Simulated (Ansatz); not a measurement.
# TaN (Fm-3m): a soft mode frozen in, part 3 of 3

Aim: this structure of TaN (Fm-3m) is to be tested for unstable modes, and one is followed downhill.

Ansatz 0.2.0; DFT PBEsol, scalar-relativistic, plane waves, PAW; PAW set soft_1.

So far. Step 5 (Energy along the mode, all amplitudes (two of the runs …): The lowest of the steps tried is at 0.14 Å, 17.4 meV/atom below the parent; the bottom of the well need not coincide with a step. Step 7 (The new phase in its own primitive cell): The largest force component left is 0.093 meV/Å and the pressure is 0.000 GPa, within the tolerances set. The cell now holds 10.49 Å³/atom. The relaxed cell has a, b, c = 4.390, 8.872, 4.309 Å (conventional setting).

### 8. Modes of the new phase, k-mesh 12×12×12

A relaxed structure may still be a saddle point, so its zone-centre modes are computed. No field response is asked, since the mesh shows no gap.

The input, input.yaml:

```yaml
crystal:
  lattice:
    - [-2.1949955821, 4.4357808644, 2.1543517399]
    - [2.1949955821, -4.4357808644, 2.1543517399]
    - [2.1949955821, 4.4357808644, -2.1543517399]
  atoms:
    - { symbol: Ta, position: [0.6124775026, 0.2715454792, 0.8840229818] }
    - { symbol: Ta, position: [0.1124775026, 0.2284545208, 0.3409320234] }
    - { symbol: Ta, position: [0.8875224974, 0.7715454792, 0.6590679766] }
    - { symbol: Ta, position: [0.3875224974, 0.7284545208, 0.1159770182] }
    - { symbol: "N", position: [0.8613436074, 0.2717878189, 0.1331314264] }
    - { symbol: "N", position: [0.3613436074, 0.2282121811, 0.5895557885] }
    - { symbol: "N", position: [0.1386563926, 0.7282121811, 0.8668685736] }
    - { symbol: "N", position: [0.6386563926, 0.7717878189, 0.4104442115] }
kpoints:
  mp_grid: { grid: [12, 12, 12] }
hamiltonian:
  xc: pbesol
  pseudopotentials: { kind: paw, azcp: { folder: soft_1 }, xc_functional: pbe }
scf:
  occupations: { method: methfessel_paxton, width: 0.2 }
output:
  eigenvalues: true
phonons:
  method: dfpt
```

Run with:

```
$ ansatz run input.yaml --threads 4 --pin off --max-ram 10240MiB --backend cpu --events-out ev --progress --plain --runs-dir out
```

Numbers of over 12 decimals in the logs are rounded to 6 here.

The log of the run:

```text
zone centre: on kpoints.mp_grid the ground state, and the responses unless they are solved on pairs of k-points, stand on 476 of the mesh's 1728 k-points, reduced under 2 symmetry operations, with k and −k counted as one. Each operation leaves every solved displacement unchanged or reverses it
[...]
Crystal: 8 atoms, lattice volume = 83.904 Å³
Basis set: ecut = 420 eV, 1631 PW (Γ), exchange–correlation on 80×80×80 points (8 copies of the dense FFT grid, shifted against one another)
Bands: 44, of which v1, the nominal top of the filled ones, is band 36 counted from 1 (35 counted from 0)
Symmetry: 8 space group operations
k-points: 476 of 1728 (irreducible under 2 space group operations, time reversal used)
[...]
SCF iter   1: F=—  HF=-40753.182542 eV  |F-HF|=—  |Δ(HF+E_count)|=         —  Δρ=5.21e-2  dr2=3.15e0  ethr=3.10e-3  ⟨swp⟩=4.6  Hψ=77934  notcnv=0
[...]
SCF iter  10: F=-40752.379576 eV  HF=-40752.379576 eV  |F-HF|=1.46e-11  |Δ(HF+E_count)|=  2.91e-11  S|Δr|=    0.00e0  Δρ=4.46e-8  dr2=1.48e-12  ethr=1.00e-12  ⟨swp⟩=12.2  Hψ=103335  notcnv=0
SCF 1 converged in 10 iterations: F = -40752.379576 eV  dr2 = 1.48e-12
[...]
DFPT response loops at Γ: preconditioner auto → Kerker (q_TF=auto, 2.660 Å⁻¹) (partly filled bands, converged f_vac=0.000); β = 1.00, the filter's whole step (`scf.mixing.beta` (0.50) is not read by the response loops under this deck's `scf.mixing.preconditioner`; to damp them name `kerker` or `kerker_dos`, under which they read `scf.mixing.beta`, and type it under 1.00, their step now; both keys bind the ground state too); Broyden in place of MSR1
SCF converged after 10 iterations
[...]
Free energy (F): -40752.379576 eV
[...]
Internal energy: -40752.380174 eV  (E = F + TS)
E sigma→0 (E₀):  -40752.379725 eV
Entropy (-TS):   0.000598 eV (0.075 meV/atom)
Fermi energy:    21.298663 eV
[...]
--- Band table (eV; the first three rows and the last of 476) ---
  k-point 0: bands = [... 32 lower, 17.9515, 19.4759, 19.5286, 19.6907, 19.8192, 19.9092, 22.0534, 22.1017, ... 4 higher]
  k-point 1: bands = [... 32 lower, 17.8215, 19.5942, 19.6055, 19.7049, 19.8244, 20.0292, 22.1746, 22.4119, ... 4 higher]
  k-point 2: bands = [... 32 lower, 17.7948, 19.5575, 19.7010, 19.8130, 20.1122, 20.3916, 22.4634, 22.9183, ... 4 higher]
  k-point 475: bands = [... 32 lower, 17.1736, 17.4681, 17.5281, 18.3898, 21.9976, 22.0555, 22.5584, 23.3034, ... 4 higher]
--- Phonons (Γ-DFPT): 6 representative perturbations + reference, on 476 of 1728 k-points (Σ response iterations 19) ---
  k mesh reduced under 2 symmetry operations, with k and −k counted as one. Each operation leaves every solved displacement unchanged or reverses it
  ASR residual: 1.428e-5 → 0.000e0 eV/Å²; symmetrization residual: 2.958e-6 eV/Å²
  ASR residual per site (eV/Å²): 1.30e-5 1.30e-5 1.30e-5 1.30e-5 1.43e-5 1.43e-5 1.43e-5 1.43e-5
  Γ frequencies (cm⁻¹): 0.00 0.00 0.00 52.24 89.78 104.17 106.08 113.81 124.82 146.03 152.81 194.96 400.66 450.44 460.76 480.58 483.92 511.90 519.50 524.61 537.88 539.98 586.39 597.22
  non-analytic LO–TO correction: not included (Born effective charges unavailable; polar crystals: no LO–TO splitting at Γ)
```

Elapsed: 7.6 min, on 4 threads of Arm Neoverse V1, shared host; peak memory 5.2 GiB.

Numbers from this step:

* sum-rule residual before enforcement: 1.43e-5 eV/Å²
* point group: mmm
* highest optical mode at the zone centre (no LO-TO term): 597.2 cm⁻¹
* lowest optical zone-centre mode: 52.24 cm⁻¹

Patterns of degenerate modes are one choice out of their space. The modes at Γ (shares of kinetic energy by element, %):

| mode | frequency (cm⁻¹) | symmetry | Ta % | N % |
| --- | --- | --- | --- | --- |
| 1 | 0.0 | acoustic | 93 | 7 |
| 2 | 0.0 | acoustic | 93 | 7 |
| 3 | 0.0 | acoustic | 93 | 7 |
| 4 | 52.2 | B1g | 95 | 5 |
| 5 | 89.8 | B3g | 95 | 5 |
| 6 | 104.2 | Au | 94 | 6 |
| 7 | 106.1 | B2u | 94 | 6 |
| 8 | 113.8 | Ag | 94 | 6 |
| 9 | 124.8 | B2g | 95 | 5 |
| 10 | 146.0 | B3u | 100 | 0 |
| 11 | 152.8 | B1g | 100 | 0 |
| 12 | 195.0 | Ag | 99 | 1 |
| 13 | 400.7 | B2u | 8 | 92 |
| 14 | 450.4 | B3u | 7 | 93 |
| 15 | 460.8 | Ag | 6 | 94 |
| 16 | 480.6 | B1g | 5 | 95 |
| 17 | 483.9 | B1u | 7 | 93 |
| 18 | 511.9 | Au | 6 | 94 |
| 19 | 519.5 | B3g | 5 | 95 |
| 20 | 524.6 | B2u | 5 | 95 |
| 21 | 537.9 | Ag | 1 | 99 |
| 22 | 540.0 | B2g | 5 | 95 |
| 23 | 586.4 | B3u | 0 | 100 |
| 24 | 597.2 | B1g | 0 | 100 |

Displacements in mode 4 (52.2 cm⁻¹), the largest set to 1:
```
Ta1  1.00 -0.21  0.00
Ta2  1.00  0.21  0.00
Ta3 -1.00 -0.21  0.00
Ta4 -1.00  0.21  0.00
N5  -0.87 -0.06  0.00
N6  -0.87  0.06  0.00
N7   0.87  0.06  0.00
N8   0.87 -0.06  0.00
```

Displacements in mode 8 (113.8 cm⁻¹), the largest set to 1:
```
Ta1  1.00  0.55  0.00
Ta2 -1.00  0.55  0.00
Ta3  1.00 -0.55  0.00
Ta4 -1.00 -0.55  0.00
N5   0.91  0.55  0.00
N6  -0.91  0.55  0.00
N7  -0.91 -0.55  0.00
N8   0.91 -0.55  0.00
```

Before it was imposed, the acoustic sum rule was missed by 1.4e-5 eV/Å². Small misses are needed for a sound result but don't prove that mesh and cutoff are converged. The lowest optical mode is real, 52.2 cm⁻¹.

### 9. Results

```
unstable mode of the parent                                                      : q = (0.25, -0.5, -0.25), 179i cm⁻¹
depth at the lowest point sampled                                                : 17.4 meV/atom
largest atomic shift at that point                                               : 0.14 Å
space group reached (within 0.01 Å)                                              : Ibam
energy gained over the parent (first relaxation, on the mesh of the frozen mode) : 57.1 meV/atom
volume per atom, phase reached                                                   : 10.5 Å³
lowest optical zone-centre mode, phase reached                                   : 52.2 cm⁻¹
highest optical mode at the zone centre (no LO-TO term), phase reached           : 597 cm⁻¹
```

Along this mode the structure falls into Ibam, 57.1 meV/atom below the parent. At the parent's cell the well is 17.39 meV/atom deep on the steps tried, with its lowest point at a shift of 0.14 Å. Relaxing atoms and cell changes the gain by +39.72 meV/atom against the lowest step (energies at zero smearing). Most of the total comes from this relaxation. The new phase has no imaginary mode at the zone centre of its cell; other wavevectors were not checked. Of the 4 patterns followed to their end from this parent, this one ends 1.08 meV/atom above the lowest, P4/nmm. Each path keeps the symmetry of its pattern, so a lower phase may lie along a pattern not tried. With no gap, or one that is small against the smearing, the frequencies hang on the k mesh and the smearing, most of all near Kohn anomalies. Spin-orbit coupling is left out, which can matter for the heavy elements here. The PAW files were made for PBE and serve the other functionals too.

[Logs are printed without paths, hosts, clocks, repeated set-up lines and the standing remarks that a program may print on its own settings, such as how far it seeks lower states.]

[Hosts, paths, dates, database ids (printed as entryN), source tags and the programs' standing remarks are cut or masked in the printed files.]
